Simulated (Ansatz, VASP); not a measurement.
## One calculation of Ta, two programs

```xyz
1
Lattice="-1.7051 1.7051 1.7051 1.7051 -1.7051 1.7051 1.7051 1.7051 -1.7051" Properties=species:S:1:pos:R:3 pbc="T T T"
Ta    0.0000    0.0000    0.0000
```

Alike in both runs: task single point; functional PBEsol; k mesh 22 × 22 × 22; occupations fermi-dirac, width 0.1 eV; no spin polarisation.

|  | VASP | Ansatz |
| --- | --- | --- |
| version | VASP 6.6.1 | Ansatz 0.2.0 |
| potentials or method | VASP PAW PBE potentials, release 64 (Ta_pv) | plane waves (420 eV) with PAW, scalar-relativistic |
| plane-wave cutoff (eV) | 520 | 420 |
| valence electrons in the cell | 11 | 13 |

```tsv
	VASP	Ansatz	Ansatz less VASP
pressure (GPa)	-19.1	-19.1	-0.03
```

The two sets of potentials don't hold the same shells in valence. Ansatz warned: «pseudo_functional_mismatch».

Caveats: so large a pressure means that the cell lies far from this level's equilibrium, or that cutoff or potentials fall short (VASP); the potentials were made for another functional, which shifts forces and pressure (VASP). The runs have no spin-orbit coupling, so splittings on Ta are missing.
